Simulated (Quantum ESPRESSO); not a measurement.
A run of Quantum ESPRESSO 7.5 is set up as follows.

The input run.py:

```python
import numpy as np
from ase.calculators.espresso import Espresso, EspressoProfile
from ase.io import read

atoms = read('GaN.cif')

input_data = {
    'control': {'calculation': 'scf', 'prefix': 'pwscf', 'outdir': './tmp', 'tprnfor': True, 'tstress': True, 'disk_io': 'nowf'},
    'system': {'ecutwfc': 70.0, 'ecutrho': 560.0, 'nbnd': 15, 'occupations': 'smearing', 'smearing': 'fd', 'degauss': 0.00367493},
    'electrons': {'conv_thr': 4e-10, 'electron_maxstep': 120, 'mixing_beta': 0.5},
}
pseudopotentials = {'Ga': 'Ga.pbe-dn-kjpaw_psl.1.0.0.UPF', 'N': 'N.pbe-n-radius_5.UPF'}
profile = EspressoProfile(command='pw.x', pseudo_dir='pseudo')
dft = Espresso(profile=profile, input_data=input_data, pseudopotentials=pseudopotentials, kpts=(10, 10, 10), koffset=(0, 0, 0))
atoms.calc = dft

print(f'energy {atoms.get_potential_energy():.8f} eV')
print('forces (eV/A)')
print(np.round(atoms.get_forces(), 6))
print('stress (eV/A^3, Voigt)')
print(np.round(atoms.get_stress(), 8))
print(f'Fermi level {dft.get_fermi_level():.4f} eV')
```

The input GaN.cif:

```cif
data_GaN
_cell_length_a 3.18693112
_cell_length_b 3.18693112
_cell_length_c 3.18693112
_cell_angle_alpha 60.00000000
_cell_angle_beta 60.00000000
_cell_angle_gamma 60.00000000
_space_group_name_H-M_alt 'P1'
_space_group_name_Hall 'P 1'
_space_group_IT_number 1
loop_
_space_group_symop_operation_xyz
'x,y,z'
loop_
_atom_site_label
_atom_site_type_symbol
_atom_site_symmetry_multiplicity
_atom_site_Wyckoff_symbol
_atom_site_fract_x
_atom_site_fract_y
_atom_site_fract_z
_atom_site_occupancy
Ga1 Ga 1 a 0.0000000000 0.0000000000 0.0000000000 1
N1 N 1 a 0.2500000000 0.2500000000 0.2500000000 1
```

Potentials or basis: SSSP 1.3 efficiency PBE.

Command:

```bash
$ OMP_NUM_THREADS=1 python run.py
```

Question: What does it give for the band gap on the k mesh?

Answer: 1.75 eV, direct.

Question: What does it give for the pressure?

Answer: 4.5 GPa.

**The experiment to reproduce.**

A printed reference work, textbook reports, for a bulk crystal of GaN at 0 K: band gap 3.299 eV (direct).

A measured gap of GaN is 3.299 eV (direct; 0 K; a printed reference work, textbook); the calculated 1.75 eV misses it by -1.55 eV. Spin-orbit coupling on Ga is left out. The value is that of PBE, without temperature or zero-point motion. Semilocal functionals fall short of measured gaps as a rule. The cell is a database's relaxed one, not the measured one, which moves gaps too.
